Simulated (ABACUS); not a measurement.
# Si2Ni (Fm-3m) in ABACUS: reference runs, part 2 of 2

ABACUS 3.10.1. The steps go on from the part before.

### 10 Single point, PBE, collinear spin, ferromagnetic start

INPUT reads:

```
INPUT_PARAMETERS
suffix              Si2Ni
calculation         scf
basis_type          pw
pseudo_dir          ./
symmetry            1
dft_functional      pbe
ecutwfc             98
pseudo_rcut         10
nspin               2
nbands              18
ks_solver           dav
smearing_method     fd
smearing_sigma      0.00367493
scf_thr             1e-08
scf_nmax            100
mixing_type         broyden
mixing_beta         0.4
cal_force           1
cal_stress          1
kpar                4
```

STRU reads:

```
ATOMIC_SPECIES
Ni 58.6934 Ni.upf
Si 28.0850 Si.upf

LATTICE_CONSTANT
1.8897261246

LATTICE_VECTORS
0.0000000000 2.7030000000 2.7030000000
2.7030000000 0.0000000000 2.7030000000
2.7030000000 2.7030000000 0.0000000000

ATOMIC_POSITIONS
Direct

Ni
0.0
1
0.0000000000 0.0000000000 0.0000000000 1 1 1 mag 1

Si
0.0
2
0.7500000000 0.7500000000 0.7500000000 1 1 1 mag 0
0.2500000000 0.2500000000 0.2500000000 1 1 1 mag 0
```

KPT reads:

```
K_POINTS
0
Gamma
9 9 9 0 0 0
```

Potentials or basis: PseudoDojo NC SR 0.4.1 PBE standard, plane waves.

Run with:

```sh
$ OMP_NUM_THREADS=1 mpirun -np 4 abacus > log
```

running log:

```text
ABACUS v3.10.1

               Atomic-orbital Based Ab-initio Computation at UStc

 ------------------------------------------------------------------------------------

 READING GENERAL INFORMATION
                           global_out_dir = OUT.Si2Ni/
                           global_in_card = INPUT
                               pseudo_dir = ./
                              orbital_dir =
                                    DSIZE = 4
                                    GSIZE = 1

 READING UNITCELL INFORMATION
                                    ntype = 2
                  lattice constant (Bohr) = 1.88973
              lattice constant (Angstrom) = 1

 READING ATOM TYPE 1
                               atom label = Ni
                      L=0, number of zeta = 1
                      L=1, number of zeta = 1
                      L=2, number of zeta = 1
             number of atom for this type = 1
               magnetization of element 1 = 1

 READING ATOM TYPE 2
                               atom label = Si
                      L=0, number of zeta = 1
                      L=1, number of zeta = 1
                      L=2, number of zeta = 1
             number of atom for this type = 2
               magnetization of element 2 = 0

                        TOTAL ATOM NUMBER = 3
DIRECT COORDINATES
    atom                   x                   y                   z     mag                  vx                  vy                  vz
taud_Ni1            0.0000000000        0.0000000000        0.0000000000  1.0000        0.0000000000        0.0000000000        0.0000000000
taud_Si1            0.7500000000        0.7500000000        0.7500000000  0.0000        0.0000000000        0.0000000000        0.0000000000
taud_Si2            0.2500000000        0.2500000000        0.2500000000  0.0000        0.0000000000        0.0000000000        0.0000000000

                          Volume (Bohr^3) = 266.541
                             Volume (A^3) = 39.4973

 Lattice vectors: (Cartesian coordinate: in unit of a_0)
                   +0              +2.703              +2.703
               +2.703                  +0              +2.703
               +2.703              +2.703                  +0
 Reciprocal vectors: (Cartesian coordinate: in unit of 2 pi/a_0)
             -0.18498            +0.18498            +0.18498
             +0.18498            -0.18498            +0.18498
             +0.18498            +0.18498            -0.18498
 The esolver type has been set to : ksdft_pw

[... 215 lines left out ...]

 number of pseudo atomic orbitals for Si is 2
WARNING: norm of atomic wavefunction # 2 of atomic type Si is 0.999847, renormalized

 -------------------------------------------
 SELF-CONSISTENT
 -------------------------------------------
                                 init_chg = atomic

 PW ALGORITHM --------------- ION=   1  ELEC=   1--------------------------------
          total magnetism (Bohr mag/cell) = 0.148099
       absolute magnetism (Bohr mag/cell) = 0.22719
                        nelec for spin up = 13.074
                      nelec for spin down = 12.926
[... 161 lines left out ...]
 Density error is 6.5984227433e-09
                          Error Threshold = 1.42739277388e-10
----------------------------------------------------------
     Energy           Rydberg                 eV
----------------------------------------------------------
 E_KohnSham     -352.5831159742      -4797.1393958444
 E_KS(sigma->0) -352.5828378273      -4797.1356114608
 E_Harris       -352.5841812164      -4797.1538892074
 E_band         -25.0728356441       -341.1334297773
 E_one_elec     -261.1573571963      -3553.2281324916
 E_Hartree      143.6280419317       1954.1597628538
 E_xc           -49.2597805225       -670.2136973361
 E_Ewald        -185.7934638931      -2527.8497601033
 E_entropy(-TS) -0.0005562939        -0.0075687672
 E_descf        0.0000000000         0.0000000000
 E_exx          0.0000000000         0.0000000000
 E_Fermi        0.9868176722         13.4263432293
----------------------------------------------------------

 charge density convergence is achieved
 final etot is -4797.1393958 eV
 EFERMI = 13.426343229 eV

 STATE ENERGY(eV) AND OCCUPATIONS    NSPIN == 2
SPIN UP :
 1/9 kpoint (Cartesian) = 0.0000 0.0000 0.0000 (4381 pws)
       1       -91.2504     0.00137174
       2       -51.6379     0.00137174
       3       -51.6379     0.00137174
       4       -51.6379     0.00137174
       5      -0.469034     0.00137174
       6        8.19036     0.00137174
[... 98 lines left out ...]
       5      -0.225101     0.00823045
       6        7.83835     0.00823045
[... 10 lines left out ...]
      17        17.5891    5.73273e-39
      18        17.5891    5.73273e-39

[... levels at 12 further k points ...]

------------------------------------------------------------------------------------------
 TOTAL-FORCE (eV/Angstrom)
------------------------------------------------------------------------------------------
                       Ni1         0.0000000000         0.0000000000         0.0000000000
                       Si1         0.0000000000         0.0000000000         0.0000000000
                       Si2         0.0000000000         0.0000000000         0.0000000000
------------------------------------------------------------------------------------------

----------------------------------------------------------------
 TOTAL-STRESS (KBAR)
----------------------------------------------------------------
        38.8496309687        -0.0000000000        -0.0000000000
         0.0000000000        38.8496309687        -0.0000000000
         0.0000000000        -0.0000000000        38.8496309687
----------------------------------------------------------------
 TOTAL-PRESSURE: 38.849631 KBAR

 --------------------------------------------
 !FINAL_ETOT_IS -4797.1393958444014061 eV
 --------------------------------------------
```

stdout:

```text
ABACUS v3.10.1

               Atomic-orbital Based Ab-initio Computation at UStc

%%%%%%%%%%%%%%%%%%%%%%%%%%%%%%%%%%%%%%%%%%%%%%%%%%%%%%%%%%%%%%%%%%%%%%%%%%%%%%%%%%%%%%%%%%%%%%%%%%%%%%%%%
 Warning: the number of valence electrons in pseudopotential > 10 for Ni: [Ar] 3d8 4s2
[... 37 lines left out ...]
 TOTAL-STRESS (KBAR)
----------------------------------------------------------------
        38.8496309687        -0.0000000000        -0.0000000000
         0.0000000000        38.8496309687        -0.0000000000
         0.0000000000        -0.0000000000        38.8496309687
----------------------------------------------------------------
 TOTAL-PRESSURE: 38.849631 KBAR
```

It took 26 s on 4 MPI ranks of Intel Xeon Platinum 8488C (Sapphire Rapids), shared host; peak memory 0.56 GiB.

What came out:

* Free energy: -4797.1394 eV
* Pressure: 3.9 GPa
* Band gap on the k mesh: none (metal or under the smearing width)
* Net moment: 0.00 μB per cell
* Absolute moment: 0.00 μB per cell

### 11 Single point, PBE, collinear spin, ferromagnetic start (atoms moved at random, drawn with an rms of 0.05 Å)

INPUT is that of step 10.

STRU reads:

```
ATOMIC_SPECIES
Ni 58.6934 Ni.upf
Si 28.0850 Si.upf

LATTICE_CONSTANT
1.8897261246

LATTICE_VECTORS
0.0000000000 2.7030000000 2.7030000000
2.7030000000 0.0000000000 2.7030000000
2.7030000000 2.7030000000 0.0000000000

ATOMIC_POSITIONS
Direct

Ni
0.0
1
0.0049260000 0.0098940000 -0.0046020000 1 1 1 mag 1

Si
0.0
2
0.7533160000 0.7508790000 0.7664170000 1 1 1 mag 0
0.2446960000 0.2529610000 0.2551780000 1 1 1 mag 0
```

KPT is that of step 10.

Potentials or basis: PseudoDojo NC SR 0.4.1 PBE standard, plane waves.

Run with:

```sh
$ OMP_NUM_THREADS=1 mpirun -np 4 abacus > log
```

running log:

```text
ABACUS v3.10.1

               Atomic-orbital Based Ab-initio Computation at UStc

 ------------------------------------------------------------------------------------

 READING GENERAL INFORMATION
                           global_out_dir = OUT.Si2Ni/
                           global_in_card = INPUT
                               pseudo_dir = ./
                              orbital_dir =
                                    DSIZE = 4
                                    GSIZE = 1

 READING UNITCELL INFORMATION
                                    ntype = 2
                  lattice constant (Bohr) = 1.88973
              lattice constant (Angstrom) = 1

 READING ATOM TYPE 1
                               atom label = Ni
                      L=0, number of zeta = 1
                      L=1, number of zeta = 1
                      L=2, number of zeta = 1
             number of atom for this type = 1
               magnetization of element 1 = 1

 READING ATOM TYPE 2
                               atom label = Si
                      L=0, number of zeta = 1
                      L=1, number of zeta = 1
                      L=2, number of zeta = 1
             number of atom for this type = 2
               magnetization of element 2 = 0

                        TOTAL ATOM NUMBER = 3
DIRECT COORDINATES
    atom                   x                   y                   z     mag                  vx                  vy                  vz
taud_Ni1            0.0049260000        0.0098940000        0.9953980000  1.0000        0.0000000000        0.0000000000        0.0000000000
taud_Si1            0.7533160000        0.7508790000        0.7664170000  0.0000        0.0000000000        0.0000000000        0.0000000000
taud_Si2            0.2446960000        0.2529610000        0.2551780000  0.0000        0.0000000000        0.0000000000        0.0000000000

                          Volume (Bohr^3) = 266.541
                             Volume (A^3) = 39.4973

 Lattice vectors: (Cartesian coordinate: in unit of a_0)
                   +0              +2.703              +2.703
               +2.703                  +0              +2.703
               +2.703              +2.703                  +0
 Reciprocal vectors: (Cartesian coordinate: in unit of 2 pi/a_0)
             -0.18498            +0.18498            +0.18498
             +0.18498            -0.18498            +0.18498
             +0.18498            +0.18498            -0.18498
 The esolver type has been set to : ksdft_pw

                PAO radial cut off (Bohr) = 10

 Read in pseudopotential file is Ni.upf
                     pseudopotential type = NC
          exchange-correlation functional = PBE
                 nonlocal core correction = 1
                        valence electrons = 18
                                     lmax = 2
                           number of zeta = 4
                     number of projectors = 6
                           L of projector = 0
[... 5 lines left out ...]
                PAO radial cut off (Bohr) = 10

 Read in pseudopotential file is Si.upf
                     pseudopotential type = NC
          exchange-correlation functional = PBE
                 nonlocal core correction = 1
                        valence electrons = 4
                                     lmax = 2
                           number of zeta = 2
                     number of projectors = 6
                           L of projector = 0
                           L of projector = 0
                           L of projector = 1
                           L of projector = 1
                           L of projector = 2
                           L of projector = 2
     initial pseudo atomic orbital number = 18
 The readin total magnetization is 1

 SETUP THE ELECTRONS NUMBER
            electron number of element Ni = 18
      total electron number of element Ni = 18
            electron number of element Si = 4
      total electron number of element Si = 8
            AUTOSET number of electrons:  = 26
[... 84 lines left out ...]
                        ROTATION MATRICES = 48
                               nkstot_ibz = 365
K-POINTS REDUCTION ACCORDING TO SYMMETRY
     IBZ    DIRECT_X    DIRECT_Y    DIRECT_Z  WEIGHT  ibz2bz
       1  0.00000000  0.00000000  0.00000000  0.0014       0
       2  0.11111111  0.00000000  0.00000000  0.0027       1
       3  0.22222222  0.00000000  0.00000000  0.0027       2
       4  0.33333333  0.00000000  0.00000000  0.0027       3
       5  0.44444444  0.00000000  0.00000000  0.0027       4
       6  0.00000000  0.11111111  0.00000000  0.0027       9
[... 22 lines left out ...]
      29  0.44444444 -0.33333333  0.00000000  0.0027      32
      30 -0.33333333  0.33333333  0.00000000  0.0027      33
[... 335 further k points ...]

                               nkstot now = 365
[... K-POINTS DIRECT COORDINATES: 365 rows ...]

           k-point number in this process = 92
       minimum distributed K point number = 91
[... stars of the k points ...]
                             nks(nspin=2) = 184
                          nkstot(nspin=2) = 730

[... K-POINTS CARTESIAN COORDINATES: 184 rows ...]

[... K-POINTS DIRECT COORDINATES: 184 rows ...]

 SETUP PLANE WAVES FOR WAVE FUNCTIONS
     energy cutoff for wavefunc (unit:Ry) = 98
              fft grid for wave functions = [ 45, 45, 45 ]
                    number of plane waves = 5577
                         number of sticks = 421

 PARALLEL PW FOR WAVE FUNCTIONS
     PROC   COLUMNS(POT)             PW
        1            421           5577
 --------------- sum -------------------
        1            421           5577

 SETUP NONLOCAL PSEUDOPOTENTIALS IN PLANE WAVE BASIS
 Ni non-local projectors:
 projector 1 L=0
 projector 2 L=0
 projector 3 L=1
 projector 4 L=1
 projector 5 L=2
 projector 6 L=2
 Si non-local projectors:
 projector 1 L=0
 projector 2 L=0
 projector 3 L=1
 projector 4 L=1
 projector 5 L=2
 projector 6 L=2
      TOTAL NUMBER OF NONLOCAL PROJECTORS = 54

 Init Non-Local PseudoPotential table :
 Init Non-Local-Pseudopotential done.

                                     npwx = 4395

 Make real space PAO into reciprocal space.
       max mesh points in Pseudopotential = 1001
     dq(describe PAO in reciprocal space) = 0.01
                                    max q = 1192

 number of pseudo atomic orbitals for Ni is 4
WARNING: norm of atomic wavefunction # 4 of atomic type Ni is 0.999945, renormalized

 number of pseudo atomic orbitals for Si is 2
WARNING: norm of atomic wavefunction # 2 of atomic type Si is 0.999847, renormalized

 -------------------------------------------
 SELF-CONSISTENT
 -------------------------------------------
                                 init_chg = atomic

 PW ALGORITHM --------------- ION=   1  ELEC=   1--------------------------------
          total magnetism (Bohr mag/cell) = 0.149315
       absolute magnetism (Bohr mag/cell) = 0.226309
                        nelec for spin up = 13.0747
                      nelec for spin down = 12.9253
[... 145 lines left out ...]
 Density error is 9.86576376286e-09
                          Error Threshold = 1.54833060656e-09
----------------------------------------------------------
     Energy           Rydberg                 eV
----------------------------------------------------------
 E_KohnSham     -352.5814811976      -4797.1171535667
 E_KS(sigma->0) -352.5812008675      -4797.1133394811
 E_Harris       -352.5810990210      -4797.1119537872
 E_band         -25.0829767250       -341.2714062619
 E_one_elec     -261.2038459761      -3553.8606447894
 E_Hartree      143.6479983551       1954.4312839242
 E_xc           -49.2613318427       -670.2348041295
 E_Ewald        -185.7637410738      -2527.4453604007
 E_entropy(-TS) -0.0005606600        -0.0076281712
 E_descf        0.0000000000         0.0000000000
 E_exx          0.0000000000         0.0000000000
 E_Fermi        0.9856760412         13.4108105426
----------------------------------------------------------

 charge density convergence is achieved
 final etot is -4797.1171536 eV
 EFERMI = 13.410810543 eV

 STATE ENERGY(eV) AND OCCUPATIONS    NSPIN == 2
SPIN UP :
 1/92 kpoint (Cartesian) = 0.0000 0.0000 0.0000 (4381 pws)
       1       -91.2568     0.00137174
       2       -51.6656     0.00137174
       3       -51.6402     0.00137174
       4       -51.6273     0.00137174
       5      -0.472731     0.00137174
       6        8.14806     0.00137174
[... 98 lines left out ...]
       5      -0.289656     0.00274348
       6        7.80557     0.00274348
[... 10 lines left out ...]
      17        17.2598    1.01509e-36
      18        17.4859    1.10187e-38

[... levels at 178 further k points ...]

------------------------------------------------------------------------------------------
 TOTAL-FORCE (eV/Angstrom)
------------------------------------------------------------------------------------------
                       Ni1         0.1749574783         0.2467197529        -0.3467058644
                       Si1        -0.2112344453        -0.4095158568         0.0617638264
                       Si2         0.0362769669         0.1627961040         0.2849420380
------------------------------------------------------------------------------------------

----------------------------------------------------------------
 TOTAL-STRESS (KBAR)
----------------------------------------------------------------
        41.0201345794         7.0053102380        15.5186327625
         7.0053102380        41.8025711197         6.4677179546
        15.5186327625         6.4677179546        40.2635629892
----------------------------------------------------------------
 TOTAL-PRESSURE: 41.028756 KBAR

 --------------------------------------------
 !FINAL_ETOT_IS -4797.1171535666708223 eV
 --------------------------------------------
```

Wall time 3.7 min (4 MPI ranks of Intel Xeon Platinum 8488C (Sapphire Rapids), shared host); peak memory 1.4 GiB.

Results:

| Quantity | Value |
| --- | --- |
| Free energy | -4797.1172 eV |
| Pressure | 4.1 GPa |
| Largest force | 0.465 eV/Å |
| Band gap on the k mesh | none (metal or under the smearing width) |
| Net moment | 0.00 μB per cell |
| Absolute moment | 0.00 μB per cell |

Forces on the atoms (eV/Å):
```
Ni   0.175  0.247 -0.347
Si  -0.211 -0.410  0.062
Si   0.036  0.163  0.285
```

Stress tensor (GPa, compression positive):
```
4.10 0.70 1.55
0.70 4.18 0.65
1.55 0.65 4.03
```

### 12 Overview

| task | cell | gap on the mesh (eV) | pressure (GPa) | moment (μB) |
| --- | --- | --- | --- | --- |
| equation of state | as given | - | - | - |
| single point | as given | none | 3.9 | 0.00 |
| single point | atoms moved at random, drawn with an rms of 0.05 Å | none | 4.1 | 0.00 |

Alike in all rows: level PBE; potentials or basis PseudoDojo NC SR 0.4.1 PBE standard, plane waves; spin collinear, ferromagnetic start; k mesh 9 × 9 × 9; cutoff (eV) 1333; smearing fermi-dirac 0.05 eV.

Total energies depend on the potentials used, so only differences within one code and one set of settings carry meaning.
